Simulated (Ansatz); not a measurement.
# Phases of Ta at 270 GPa

Structure types of Ta are relaxed in primitive cells with their symmetry kept at 270 GPa, first on PAW files, then by LAPW. The enthalpy is E + pV at zero temperature, without zero-point motion. Only the types listed were tried, and differences under about 5 meV/atom are mesh noise.

Level of theory: DFT with PBE, scalar-relativistic, in Ansatz 0.2.0; Fermi–Dirac smearing of 0.05 eV, no spin polarisation. LAPW: all electrons, basis error target 0.5 meV/atom; PAW: frozen-core files, cutoff 420 eV.

k meshes: fcc 19×19×19, bcc 19×19×19, hcp 18×18×10, diamond 14×14×14, beta tin 18×18×18, omega 9×9×13.

Spin–orbit coupling is left out, which matters for the heavy atoms.

| start type | ends as | a, b, c (Å) | V (Å³/atom) | H − H(lowest), LAPW (meV/atom) |
| --- | --- | --- | --- | --- |
| fcc | fcc, Fm-3m | 3.523, 3.523, 3.523 | 10.93 | 719.8 |
| bcc | bcc, Im-3m | 2.781, 2.781, 2.781 | 10.76 | 0.0 |
| hcp | hcp, P6_3/mmc | 2.451, 2.451, 4.187 | 10.89 | 662.1 |
| diamond | diamond, Fd-3m | 4.687, 4.687, 4.687 | 12.87 | 8591.9 |
| beta tin | beta tin, I4_1/amd | 4.331, 4.331, 2.371 | 11.11 | ? |
| omega | omega, P6/mmm | 4.043, 4.043, 2.316 | 10.93 | ? |

Task: What belongs in the row "beta tin", column "H − H(lowest), LAPW (meV/atom)"?

Result: 1654.0.

Task: Give the missing entry: row "omega", column "H − H(lowest), LAPW (meV/atom)".

Result: 509.0.

Task: Split the lead of bcc over omega into energy and pV.

Result: For omega less bcc: ΔE = +220.2 meV/atom, and p·ΔV = 270 GPa × +0.1714 Å³ × 6.242 meV/(GPa·Å³) = +288.8 meV/atom, together 509.0 meV/atom. bcc wins on both counts.
